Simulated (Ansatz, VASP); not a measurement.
## Two plane-wave programs on MgO2

INCAR

```
SYSTEM = MgO2
PREC     = Accurate       ! precision mode
ENCUT    = 520            ! plane-wave cutoff, eV
EDIFF    = 1E-7           ! SCF threshold, eV
ISMEAR   = 0              ! smearing method
SIGMA    = 0.05           ! smearing width, eV
LREAL    = .False.        ! projectors in reciprocal space
LASPH    = .True.         ! aspherical terms in the spheres
NELM     = 100            ! most SCF steps
ALGO     = Fast           ! electronic algorithm
ISIF     = 2              ! what is computed and relaxed
LWAVE    = .False.        ! write WAVECAR
LCHARG   = .False.        ! write CHGCAR
GGA      = PS             ! functional
NBANDS   = 14             ! bands
```

Contents of KPOINTS:

```
Automatic mesh
0
Gamma
  12 12 12
  0 0 0
```

The input POSCAR:

```
MgO2
1.0
    1.6499891555      0.9526216831      3.3050560301
   -1.6499891555      0.9526216831      3.3050560301
    0.0000000000     -1.9052433662      3.3050560301
Mg O
1 2
Direct
    0.0000000000      0.0000000000      0.0000000000
    0.4287860000      0.4287860000      0.4287860000
    0.5712140000      0.5712140000      0.5712140000
```

Input for Ansatz:

```yaml
crystal:
  lattice:
    - [1.6499891555, 0.9526216831, 3.3050560301]
    - [-1.6499891555, 0.9526216831, 3.3050560301]
    - [0.0, -1.9052433662, 3.3050560301]
  atoms:
    - { symbol: Mg, position: [0.0, 0.0, 0.0] }
    - { symbol: O, position: [0.428786, 0.428786, 0.428786] }
    - { symbol: O, position: [0.571214, 0.571214, 0.571214] }
basis:
  ecutwfc: 420
kpoints:
  mp_grid: { grid: [12, 12, 12] }
hamiltonian:
  xc: pbesol
scf:
  occupations: { method: gaussian, width: 0.05 }
output:
  forces: true
  stress: true
  eigenvalues: true
```

Alike in both runs: task single point; functional PBEsol; k mesh 12 × 12 × 12; occupations gaussian, width 0.05 eV; no spin polarisation.

|  | VASP | Ansatz |
| --- | --- | --- |
| version | VASP 6.6.1 | Ansatz 0.2.0 |
| potentials or method | VASP PAW PBE potentials, release 64 (Mg, O) | scalar-relativistic, plane waves, PAW |
| plane-wave cutoff (eV) | 520 | 420 |
| valence electrons in the cell | 14 | 22 |

|  | VASP | Ansatz | Ansatz less VASP |
| --- | --- | --- | --- |
| gap on the k mesh at the Fermi level (eV) | 2.89 | 2.90 | +0.016 |
| least direct gap on the mesh (eV) | 3.10 | 3.12 | +0.016 |
| pressure (GPa) | 0.7 | 0.6 | -0.01 |
| largest component of the traceless stress (GPa) | 22.52 | 20.94 | -1.579 |
| rms of the force components (eV/Å) | 1.053 | 0.920 | -0.1323 |

Atom by atom the forces differ by 0.132 eV/Å (rms over components). The two sets of potentials don't hold the same shells in valence.

Caveats: the PAW data sets were made with another functional, which shifts forces and pressure a little (VASP). PBEsol gaps usually lie below the measured ones, often by a third to a half. A k mesh can miss the band edges.
